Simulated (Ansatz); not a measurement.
**MgO: stationary points along a deformation path**

Theory: DFT r2SCAN, scalar-relativistic, plane waves, PAW in Ansatz 0.2.0. Settings: plane waves to 500 eV, k-mesh 10×10×10 (Γ-centred), Gaussian smearing 0.05 eV. No spin polarisation. Energies are free energies at this smearing, counted from the undisturbed cell; pressure is positive in compression.

The undisturbed cell (relaxed at this level):

```
Mg O
1.0
     0.00000    2.10211    2.10211
     2.10211    0.00000    2.10211
     2.10211    2.10211    0.00000
Mg O
1 1
Direct
  0.00000 0.00000 0.00000
  0.50000 0.50000 0.50000
```

At fixed volume and fractional coordinates, lengths along (0.577, 0.577, 0.577) are scaled against those across it; ρ is that ratio over its starting value. V = 9.289 Å³/atom. Δσ is the stress along the axis less the mean stress across it (compression positive).

| ρ | ΔE (meV/atom) | Δσ (GPa) | space group |
| --- | --- | --- | --- |
| 0.500 | 814.0 | 0.00 | Pm-3m |
| 0.600 | 714.4 | 29.21 | R-3m |
| 0.710 | 452.9 | 47.81 | R-3m |
| 0.850 | 133.6 | 38.15 | R-3m |
| 0.930 | 29.6 | 20.28 | R-3m |
| 1.000 | 0.0 | 0.00 | Fm-3m |
| 1.080 | 38.5 | -26.75 | R-3m |
| 1.200 | 235.3 | -71.32 | R-3m |
| 1.410 | 929.4 | -153.55 | R-3m |
| 1.700 | 2333.3 | -212.95 | R-3m |
| 2.000 | 3622.6 | -195.34 | R-3m |

Question: How does the stress give the slope of the energy, and where is the energy stationary?

Answer: Along the path d ln(length) is 2/3 d ln ρ on the axis and −1/3 d ln ρ across it, so dE/d ln ρ = −(2/3) V Δσ: the energy falls with ρ where Δσ is positive. Δσ vanishes or changes sign at ρ = 0.500 (Pm-3m, an end of the scan), at 814.0 meV/atom; at ρ = 1.000 (Fm-3m), a minimum at 0.0 meV/atom. Pairs of stationary points between two samples would go unseen, and could change a minimum read from distant neighbours into a maximum. At ρ = 0.500, 1.000 the cell is cubic, where symmetry alone makes the stress isotropic and the slope zero.

Question: Which shear constant sets the curvature at ρ = 1?

Answer: For a cubic crystal E/V = (2/3) C (ln ρ)² with C = C44, so Δσ = −2C ln ρ. The parabola of Δσ against ln ρ through ρ = 0.930, 1 and 1.080 gives C ≈ 156 GPa with the ions clamped, rough because the steps are large.

The gap closes along the scan, which can put kinks into the curve.

Cost: 11 runs of about 0.72 core-minutes in all, on Arm Neoverse V1 (shared hosts).